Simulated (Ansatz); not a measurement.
# Structure types of TaN compared at 140 GPa

Structure types of TaN are relaxed in primitive cells with their symmetry kept at 140 GPa, on PAW files; LAPW relaxes the small cells further and takes the PAW cell for the others (marked *). The enthalpy is E + pV at zero temperature, without zero-point motion. Only the types listed were tried, and differences under about 5 meV/atom are mesh noise. The real phase may be another.

Level of theory: DFT with PBE, scalar-relativistic, in Ansatz 0.2.0; Fermi–Dirac smearing of 0.05 eV, no spin polarisation. LAPW: all electrons, basis error target 0.5 meV/atom; PAW: frozen-core files, cutoff 420 eV.

k meshes: rocksalt 17×17×17, CsCl 15×15×15, WC 17×17×15, NiAs 11×11×6, zincblende 16×16×16.

Spin–orbit coupling is left out, which matters for the heavy atoms.

| start type | ends as | a, b, c (Å) | V (Å³/atom) | H − H(lowest), LAPW (meV/atom) |
| --- | --- | --- | --- | --- |
| rocksalt | rocksalt, Fm-3m | 4.066, 4.066, 4.066 | 8.40 | 181.3 |
| CsCl | CsCl, Pm-3m | 2.524, 2.524, 2.524 | 8.04 | ? |
| WC | WC, P-6m2 | 2.702, 2.702, 2.696 | 8.52 | 0.0 |
| NiAs* | distorted NiAs, P6_3/mmc | 2.662, 2.662, 5.526 | 8.48 | 172.5 |
| zincblende | zincblende, F-43m | 4.294, 4.294, 4.294 | 9.90 | ? |

**Question.** What belongs in the row "CsCl", column "H − H(lowest), LAPW (meV/atom)"?

**Answer.** 360.9.

**Question.** Give the missing entry: row "zincblende", column "H − H(lowest), LAPW (meV/atom)".

**Answer.** 2012.8.
